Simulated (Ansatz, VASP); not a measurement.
YN in VASP and in Ansatz

```
Y N
1.0
     0.00000    2.45465    2.45465
     2.45465    0.00000    2.45465
     2.45465    2.45465    0.00000
Y N
1 1
Direct
  0.00000 0.00000 0.00000
  0.50000 0.50000 0.50000
```

Change from the starting cell: volume scaled by 1.02.

Alike in both runs: task single point; functional PBE; k mesh 9 × 9 × 9; occupations fermi-dirac, width 0.05 eV; no spin polarisation.

|  | VASP | Ansatz |
| --- | --- | --- |
| version | VASP 6.6.1 | Ansatz 0.2.0 |
| potentials or method | VASP PAW PBE potentials, release 64 (Y_sv, N) | Ansatz PAW |
| plane-wave cutoff (eV) | 520 | 420 |
| valence electrons in the cell | 16 | 16 |

```csv
,VASP,Ansatz,Ansatz less VASP
gap on the k mesh at the Fermi level (eV),0.27,0.27,+0.003
least direct gap on the mesh (eV),0.68,0.69,+0.004
pressure (GPa),-0.5,-0.3,+0.16
```

Caveats: an odd mesh through Γ misses points on the zone boundary, where band edges often lie (VASP); odd divisions of the mesh miss points on the zone boundary, where band edges often lie, so the gap on the mesh can be too wide (Ansatz).
